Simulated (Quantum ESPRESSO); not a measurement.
# TiTe (F-43m) in Quantum ESPRESSO: a series of runs

The runs below take TiTe through single point, with LDA+U.

All numbers are computed with Quantum ESPRESSO 7.5; they aren't measurements. Logs are shortened: lines on timing, memory, paths and dates and some standing lists are left out, and cuts for length are marked.

### 1 The crystal as given

Symmetry: F-43m, No. 216, cubic system. Conventional cell: a = 6.621 Å, b = 6.621 Å, c = 6.621 Å, α = 90.00°, β = 90.00°, γ = 90.00°. Ti (site symmetry -43m) is surrounded by 4 Te at 2.87 Å. Around Te (site symmetry -43m) lie 4 Ti at 2.87 Å.

The cell comes from a database or a generator and needn't be the stable form of this composition.

### 2 Single point, LDA+U, collinear spin, ferromagnetic start

The input, pw.in:

```
&CONTROL
  calculation = 'scf'
  prefix = 'pwscf'
  outdir = './tmp'
  pseudo_dir = './pseudo'
  tprnfor = .true.
  tstress = .true.
  disk_io = 'low'
/
&SYSTEM
  ibrav = 0
  nat = 2
  ntyp = 2
  ecutwfc = 45
  ecutrho = 360
  nbnd = 18
  occupations = 'smearing'
  smearing = 'gaussian'
  degauss = 0.00367493
  nspin = 2
  starting_magnetization(1) = 0.1667
  starting_magnetization(2) = 0
/
&ELECTRONS
  conv_thr = 8d-08
  electron_maxstep = 100
  mixing_beta = 0.7
  mixing_ndim = 20
/
ATOMIC_SPECIES
Ti    47.8670 ti_lda_v1.4.uspp.F.UPF
Te   127.6000 te_lda_v1.uspp.F.UPF
CELL_PARAMETERS angstrom
   0.0000000000    3.3105989600    3.3105989600
   3.3105989600    0.0000000000    3.3105989600
   3.3105989600    3.3105989600    0.0000000000
ATOMIC_POSITIONS crystal
Ti     0.0000000000    0.0000000000    0.0000000000
Te     0.2500000000    0.2500000000    0.2500000000
K_POINTS automatic
5 5 5 0 0 0
HUBBARD {ortho-atomic}
U Ti-3d 6.0
```

The input, pp_density.in:

```
&INPUTPP
  prefix = 'pwscf'
  outdir = './tmp'
  filplot = 'density.dat'
  plot_num = 0
/
&PLOT
  nfile = 1
  filepp(1) = 'density.dat'
  iflag = 3
  output_format = 6
  fileout = 'density.cube'
/
```

The input, pp_potential.in:

```
&INPUTPP
  prefix = 'pwscf'
  outdir = './tmp'
  filplot = 'potential.dat'
  plot_num = 11
/
&PLOT
  nfile = 1
  filepp(1) = 'potential.dat'
  iflag = 3
  output_format = 6
  fileout = 'potential.cube'
/
```

The input, pp_spin.in:

```
&INPUTPP
  prefix = 'pwscf'
  outdir = './tmp'
  filplot = 'spin.dat'
  plot_num = 6
/
&PLOT
  nfile = 1
  filepp(1) = 'spin.dat'
  iflag = 3
  output_format = 6
  fileout = 'spin.cube'
/
```

Potentials or basis: GBRV 1.5 LDA.

Run with:

```bash
> OMP_NUM_THREADS=1 mpirun -n 2 pw.x -nk 2 -in pw.in > pw.out
> OMP_NUM_THREADS=1 mpirun -n 1 pp.x -in pp_density.in > pp_density.out
> OMP_NUM_THREADS=1 mpirun -n 1 pp.x -in pp_potential.in > pp_potential.out
> OMP_NUM_THREADS=1 mpirun -n 1 pp.x -in pp_spin.in > pp_spin.out
```

pw.out:

```text
This program is part of the open-source Quantum ESPRESSO suite
     for quantum simulation of materials; please cite
[... 6 lines left out ...]
     using ibrav=0 with symmetry is DISCOURAGED, use correct ibrav instead

     K-points division:     npool     =       2
     Subspace diagonalization in iterative solution of the eigenvalue problem:
     a serial algorithm will be used

     G-vector sticks info
     --------------------
     sticks:   dense  smooth     PW     G-vecs:    dense   smooth      PW
     Sum        1945     955    295                56737    19891    3215

     Using Slab Decomposition

     bravais-lattice index     =            0
     lattice parameter (alat)  =       8.8475  a.u.
     unit-cell volume          =     489.7183 (a.u.)^3
     number of atoms/cell      =            2
     number of atomic types    =            2
     number of electrons       =        18.00
     number of Kohn-Sham states=           18
     kinetic-energy cutoff     =      45.0000  Ry
     charge density cutoff     =     360.0000  Ry
     scf convergence threshold =      8.0E-08
     mixing beta               =       0.7000
     number of iterations used =           20  plain     mixing
     Exchange-correlation= SLA  PZ   NOGX NOGC
                           (   1   1   0   0   0   0   0)
     Hubbard projectors: ortho-atomic
     Hubbard parameters of DFT+U (Dudarev formulation) in eV:
     U(Ti-3d) =  6.0000

     Internal variables: lda_plus_u =T, lda_plus_u_kind = 0

     Internal variables: orbital_resolved =F, hub_pot_fix =F, apply_U = F

     celldm(1)=   8.847497  celldm(2)=   0.000000  celldm(3)=   0.000000
     celldm(4)=   0.000000  celldm(5)=   0.000000  celldm(6)=   0.000000

     crystal axes: (cart. coord. in units of alat)
               a(1) = (   0.000000   0.707107   0.707107 )
               a(2) = (   0.707107   0.000000   0.707107 )
               a(3) = (   0.707107   0.707107   0.000000 )

     reciprocal axes: (cart. coord. in units 2 pi/alat)
               b(1) = ( -0.707107  0.707107  0.707107 )
               b(2) = (  0.707107 -0.707107  0.707107 )
               b(3) = (  0.707107  0.707107 -0.707107 )

     PseudoPot. # 1 for Ti read from file:
     ti_lda_v1.4.uspp.F.UPF
     Pseudo is Ultrasoft + core correction, Zval = 12.0
     Generated by new atomic code, or converted to UPF format
     Using radial grid of  851 points,  6 beta functions with:
                l(1) =   0
                l(2) =   0
                l(3) =   1
                l(4) =   1
                l(5) =   2
                l(6) =   2
     Q(r) pseudized with  6 coefficients,  rinner =    1.000   1.000   1.000
                                                       1.000   1.000

     PseudoPot. # 2 for Te read from file:
     te_lda_v1.uspp.F.UPF
     Pseudo is Ultrasoft + core correction, Zval =  6.0
     Generated by new atomic code, or converted to UPF format
     Using radial grid of  891 points,  5 beta functions with:
                l(1) =   0
                l(2) =   0
                l(3) =   1
                l(4) =   1
                l(5) =   2
     Q(r) pseudized with  6 coefficients,  rinner =    1.800   1.800   1.800
                                                       1.800   1.800

     atomic species   valence    mass     pseudopotential
     Ti               12.00    47.86700     Ti( 1.00)
     Te                6.00   127.60000     Te( 1.00)

     Starting magnetic structure
     atomic species   magnetization
     Ti              0.167
     Te              0.000

     24 Sym. Ops. (no inversion) found

   Cartesian axes

     site n.     atom                  positions (alat units)
         1        Ti     tau(   1) = (   0.0000000   0.0000000   0.0000000  )
         2        Te     tau(   2) = (   0.3535534   0.3535534   0.3535534  )

     number of k points=    10  Gaussian smearing, width (Ry)=  0.0037
                       cart. coord. in units 2pi/alat
        k(    1) = (   0.0000000   0.0000000   0.0000000), wk =   0.0080000
        k(    2) = (   0.1414214   0.1414214  -0.1414214), wk =   0.0640000
        k(    3) = (   0.2828427   0.2828427  -0.2828427), wk =   0.0640000
        k(    4) = (   0.2828427  -0.0000000   0.0000000), wk =   0.0480000
        k(    5) = (   0.4242641   0.1414214  -0.1414214), wk =   0.1920000
        k(    6) = (  -0.1414214  -0.4242641   0.4242641), wk =   0.1920000
        k(    7) = (   0.0000000  -0.2828427   0.2828427), wk =   0.0960000
        k(    8) = (   0.5656854  -0.0000000   0.0000000), wk =   0.0480000
        k(    9) = (   0.0000000  -0.5656854   0.5656854), wk =   0.0960000
        k(   10) = (  -0.1414214  -0.4242641   0.7071068), wk =   0.1920000

     Dense  grid:    56737 G-vectors     FFT dimensions: (  54,  54,  54)

     Smooth grid:    19891 G-vectors     FFT dimensions: (  40,  40,  40)

     Check: negative core charge=   -0.000004
     Generating pointlists ...
     new r_m :   0.2526 (alat units)  2.2349 (a.u.) for type    1
     new r_m :   0.2526 (alat units)  2.2349 (a.u.) for type    2

     Initial potential from superposition of free atoms

     starting charge      16.9998, renormalised to      18.0000

     negative rho (up, down):  3.466E-04 2.470E-04

     STARTING HUBBARD OCCUPATIONS:

     =================== HUBBARD OCCUPATIONS ===================
     ------------------------ ATOM    1 ------------------------
     Tr[ns(  1)] (up, down, total) =   1.00000  0.00000  1.00000
     Atomic magnetic moment for atom   1 =   1.00000
     SPIN  1
     eigenvalues:
       0.200  0.200  0.200  0.200  0.200
     eigenvectors (columns):
       1.000  0.000  0.000  0.000  0.000
       0.000  1.000  0.000  0.000  0.000
       0.000  0.000  1.000  0.000  0.000
       0.000  0.000  0.000  1.000  0.000
       0.000  0.000  0.000  0.000  1.000
     occupation matrix ns (before diag.):
       0.200  0.000  0.000  0.000  0.000
       0.000  0.200  0.000  0.000  0.000
       0.000  0.000  0.200  0.000  0.000
       0.000  0.000  0.000  0.200  0.000
       0.000  0.000  0.000  0.000  0.200
     SPIN  2
     eigenvalues:
       0.000  0.000  0.000  0.000  0.000
     eigenvectors (columns):
       1.000  0.000  0.000  0.000  0.000
       0.000  1.000  0.000  0.000  0.000
       0.000  0.000  1.000  0.000  0.000
       0.000  0.000  0.000  1.000  0.000
       0.000  0.000  0.000  0.000  1.000
     occupation matrix ns (before diag.):
       0.000  0.000  0.000  0.000  0.000
       0.000  0.000  0.000  0.000  0.000
       0.000  0.000  0.000  0.000  0.000
       0.000  0.000  0.000  0.000  0.000
       0.000  0.000  0.000  0.000  0.000

     Number of occupied Hubbard levels =    1.0000

     Atomic wfc used for Hubbard projectors are orthogonalized

     Starting wfcs are   14 randomized atomic wfcs +    4 random wfcs

     Self-consistent Calculation

     iteration #  1     ecut=    45.00 Ry     beta= 0.70
     Davidson diagonalization with overlap
     ethr =  1.00E-02,  avg # of iterations =  5.5

     =================== HUBBARD OCCUPATIONS ===================
     ------------------------ ATOM    1 ------------------------
     Tr[ns(  1)] (up, down, total) =   1.33490  0.15210  1.48700
     Atomic magnetic moment for atom   1 =   1.18280
     SPIN  1
     eigenvalues:
       0.259  0.259  0.259  0.279  0.279
     eigenvectors (columns):
      -0.000 -0.000 -0.000  0.666 -0.746
      -0.329  0.625 -0.708 -0.000 -0.000
      -0.405  0.584  0.703 -0.000 -0.000
       0.000 -0.000  0.000 -0.746 -0.666
       0.853  0.518  0.061  0.000  0.000
     occupation matrix ns (before diag.):
       0.279 -0.000 -0.000  0.000  0.000
      -0.000  0.259 -0.000  0.000  0.000
      -0.000 -0.000  0.259  0.000  0.000
[... 148 lines left out ...]
     iteration # 12     ecut=    45.00 Ry     beta= 0.70
     Davidson diagonalization with overlap
     ethr =  2.99E-09,  avg # of iterations =  2.6

     negative rho (up, down):  0.000E+00 1.293E-03

     Magnetic moment per site  (integrated on atomic sphere of radius R)
     atom   1 (R=0.253)  charge= 10.2345  magn=  1.7444
     atom   2 (R=0.253)  charge=  3.6699  magn= -0.1581

     End of self-consistent calculation

     =================== HUBBARD OCCUPATIONS ===================
     ------------------------ ATOM    1 ------------------------
     Tr[ns(  1)] (up, down, total) =   2.23851  0.14602  2.38454
     Atomic magnetic moment for atom   1 =   2.09249
     SPIN  1
     eigenvalues:
       0.413  0.413  0.471  0.471  0.471
     eigenvectors (columns):
       0.672  0.740  0.000  0.000  0.000
       0.000 -0.000 -0.344  0.674 -0.654
       0.000 -0.000 -0.409  0.519  0.751
      -0.740  0.672 -0.000  0.000 -0.000
      -0.000  0.000  0.845  0.526  0.097
     occupation matrix ns (before diag.):
       0.413 -0.000 -0.000  0.000  0.000
      -0.000  0.471 -0.000  0.000  0.000
      -0.000 -0.000  0.471  0.000  0.000
       0.000  0.000  0.000  0.413 -0.000
       0.000  0.000  0.000 -0.000  0.471
     SPIN  2
     eigenvalues:
       0.013  0.013  0.040  0.040  0.040
     eigenvectors (columns):
      -0.695  0.719  0.000 -0.000 -0.000
      -0.000 -0.000 -0.338 -0.561  0.756
      -0.000 -0.000 -0.416 -0.631 -0.655
       0.719  0.695 -0.000  0.000  0.000
       0.000  0.000  0.844 -0.536 -0.020
     occupation matrix ns (before diag.):
       0.013 -0.000 -0.000  0.000  0.000
      -0.000  0.040 -0.000  0.000  0.000
      -0.000 -0.000  0.040  0.000  0.000
       0.000  0.000  0.000  0.013 -0.000
       0.000  0.000  0.000 -0.000  0.040

     Number of occupied Hubbard levels =    2.3845

 ------ SPIN UP ------------

          k = 0.0000 0.0000 0.0000 (  2445 PWs)   bands (ev):

   -52.8198 -29.3706 -29.3706 -29.3706  -6.5796   2.2139   2.2139   2.2139
     5.1037   5.1037   5.8412   7.0948   7.0948   7.0948   9.6395   9.6395
     9.6395  13.4370

          k = 0.1414 0.1414-0.1414 (  2520 PWs)   bands (ev):

   -52.8198 -29.3722 -29.3709 -29.3709  -6.4365   1.6017   2.2601   2.2601
     5.0524   5.0524   5.8513   6.7631   6.7631   7.0119   9.7672  10.1047
    10.1047  13.1794
[... 43 lines left out ...]
          k =-0.1414-0.4243 0.7071 (  2488 PWs)   bands (ev):

   -52.8196 -29.3745 -29.3728 -29.3720  -6.0273   1.1102   1.7252   2.2770
     4.4345   4.8164   5.2852   5.3895   5.9545   9.1936   9.7918  10.0577
    12.1517  13.2914

 ------ SPIN DOWN ----------

          k = 0.0000 0.0000 0.0000 (  2445 PWs)   bands (ev):

   -51.2011 -27.7820 -27.7820 -27.7820  -6.5905   3.0647   3.0647   3.0647
     6.2671   8.5247   8.5247  10.0010  10.0010  10.0010  10.2484  10.2484
    10.2484  13.8442

          k = 0.1414 0.1414-0.1414 (  2520 PWs)   bands (ev):

   -51.2011 -27.7838 -27.7823 -27.7823  -6.4473   2.1311   3.0266   3.0266
     7.3237   8.3925   8.3925   8.9714   9.7227   9.7227  10.4936  10.8083
    10.8083  13.7474
[... 43 lines left out ...]
          k =-0.1414-0.4243 0.7071 (  2488 PWs)   bands (ev):

   -51.2009 -27.7867 -27.7845 -27.7836  -6.0348   1.4045   2.0438   2.5884
     7.1240   8.0726   8.5785   9.0220   9.3126  10.2982  10.8484  10.9887
    12.6963  13.8574

     the Fermi energy is     5.1489 ev

!    total energy              =    -145.43551862 Ry
     estimated scf accuracy    <       0.00000006 Ry
     smearing contrib. (-TS)   =      -0.00057653 Ry
     internal energy E=F+TS    =    -145.43494209 Ry

     The total energy is F=E-TS. E is the sum of the following terms:
     one-electron contribution =     -81.90502030 Ry
     hartree contribution      =      43.53719176 Ry
     xc contribution           =     -32.18325657 Ry
     ewald contribution        =     -75.18662922 Ry
     Hubbard energy            =       0.30277223 Ry

     total magnetization       =     2.00 Bohr mag/cell
     absolute magnetization    =     2.38 Bohr mag/cell

     convergence has been achieved in  12 iterations

     negative rho (up, down):  0.000E+00 1.293E-03

     Forces acting on atoms (cartesian axes, Ry/au):

     atom    1 type  1   force =     0.00000000   -0.00000000   -0.00000000
     atom    2 type  2   force =     0.00000000   -0.00000000    0.00000000

     Total force =     0.000000     Total SCF correction =     0.000000

     Computing stress (Cartesian axis) and pressure

     negative rho (up, down):  0.000E+00 1.293E-03
          total   stress  (Ry/bohr**3)                   (kbar)     P=      -49.52
  -0.00033665  -0.00000000  -0.00000000          -49.52       -0.00       -0.00
  -0.00000000  -0.00033665   0.00000000           -0.00      -49.52        0.00
  -0.00000000   0.00000000  -0.00033665           -0.00        0.00      -49.52

=------------------------------------------------------------------------------=
   JOB DONE.
=------------------------------------------------------------------------------=
```

It took 47 s on 2 MPI ranks of Intel Xeon at 2.50GHz (Skylake/Cascade Lake), shared host; peak memory 0.4 GiB.

What came out:

| Quantity | Value |
| --- | --- |
| Free energy | -1978.7510 eV |
| Pressure | -5.0 GPa |
| Band gap on the k mesh | none (metal or under the smearing width) |
| Net moment | 2.00 μB per cell |
| Absolute moment | 2.38 μB per cell |
| Site moments | Ti +1.74; Te -0.16 μB |
| Valence electrons inside the program's atomic spheres | Ti 10.23; Te 3.67 |

Eigenvalues of the final occupation matrices:
```
   site  spin  trace               eigenvalues
Ti 1 3d     1   2.24  0.41 0.41 0.47 0.47 0.47
Ti 1 3d     2   0.15  0.01 0.01 0.04 0.04 0.04
```

Caveat: the k mesh is coarse; the U is typed as a test and isn't derived for this compound.

### 3 Single point, LDA+U, collinear spin, ferromagnetic start

Changes to pw.in since step 2:

```diff
@@ -7,3 +7,3 @@
   tstress = .true.
-  disk_io = 'low'
+  disk_io = 'nowf'
 /
@@ -42,2 +42,2 @@
 HUBBARD {ortho-atomic}
-U Ti-3d 6.0
+U Ti-3d 8.0
```

Potentials or basis: GBRV 1.5 LDA.

Run with:

```bash
> OMP_NUM_THREADS=1 mpirun -n 2 pw.x -nk 2 -in pw.in > pw.out
```

pw.out:

```text
This program is part of the open-source Quantum ESPRESSO suite
     for quantum simulation of materials; please cite
[... 6 lines left out ...]
     using ibrav=0 with symmetry is DISCOURAGED, use correct ibrav instead

     K-points division:     npool     =       2
     Subspace diagonalization in iterative solution of the eigenvalue problem:
     a serial algorithm will be used

     G-vector sticks info
     --------------------
     sticks:   dense  smooth     PW     G-vecs:    dense   smooth      PW
     Sum        1945     955    295                56737    19891    3215

     Using Slab Decomposition

     bravais-lattice index     =            0
     lattice parameter (alat)  =       8.8475  a.u.
     unit-cell volume          =     489.7183 (a.u.)^3
     number of atoms/cell      =            2
[... 445 lines left out ...]
     6.2631   9.3212   9.3212  10.0626  10.0626  10.0626  10.9333  10.9334
    10.9334  13.8403

          k = 0.1414 0.1414-0.1414 (  2520 PWs)   bands (ev):
[... 49 lines left out ...]
   -51.2901 -27.8717 -27.8696 -27.8687  -6.0040   1.4185   2.0769   2.6211
     7.5240   8.6503   9.1279   9.7255  10.0918  10.6529  11.2107  11.4004
    12.8283  13.9179

     the Fermi energy is     5.1571 ev

!    total energy              =    -145.33554670 Ry
     estimated scf accuracy    <          2.3E-09 Ry
     smearing contrib. (-TS)   =      -0.00058524 Ry
     internal energy E=F+TS    =    -145.33496146 Ry

     The total energy is F=E-TS. E is the sum of the following terms:
     one-electron contribution =     -81.83481530 Ry
     hartree contribution      =      43.47034185 Ry
     xc contribution           =     -32.18019915 Ry
     ewald contribution        =     -75.18662922 Ry
     Hubbard energy            =       0.39634037 Ry

     total magnetization       =     2.00 Bohr mag/cell
     absolute magnetization    =     2.43 Bohr mag/cell

     convergence has been achieved in  13 iterations

     negative rho (up, down):  0.000E+00 1.356E-03

     Forces acting on atoms (cartesian axes, Ry/au):

     atom    1 type  1   force =     0.00000000    0.00000000   -0.00000000
     atom    2 type  2   force =    -0.00000000   -0.00000000    0.00000000

     Total force =     0.000000     Total SCF correction =     0.000000

     Computing stress (Cartesian axis) and pressure

     negative rho (up, down):  0.000E+00 1.356E-03
          total   stress  (Ry/bohr**3)                   (kbar)     P=      -44.61
  -0.00030327  -0.00000000   0.00000000          -44.61       -0.00        0.00
  -0.00000000  -0.00030327   0.00000000           -0.00      -44.61        0.00
   0.00000000   0.00000000  -0.00030327            0.00        0.00      -44.61

=------------------------------------------------------------------------------=
   JOB DONE.
=------------------------------------------------------------------------------=
```

Wall time 38 s (2 MPI ranks of Intel Xeon at 2.50GHz (Skylake/Cascade Lake), shared host); peak memory 0.4 GiB.

What came out:

```
Free energy                                           : -1977.3908 eV
Pressure                                              : -4.5 GPa
Band gap on the k mesh                                : none (metal or under the smearing width)
Net moment                                            : 2.00 μB per cell
Absolute moment                                       : 2.43 μB per cell
Site moments                                          : Ti +1.77; Te -0.17 μB
Valence electrons inside the program's atomic spheres : Ti 10.22; Te 3.68
```

Eigenvalues of the final occupation matrices:
```csv
site,spin,trace,eigenvalues
Ti 1 3d,1,2.24,0.42 0.42 0.47 0.47 0.47
Ti 1 3d,2,0.12,0.01 0.01 0.03 0.03 0.03
```

Caveat: the k mesh is coarse; the U is typed as a test and isn't derived for this compound.
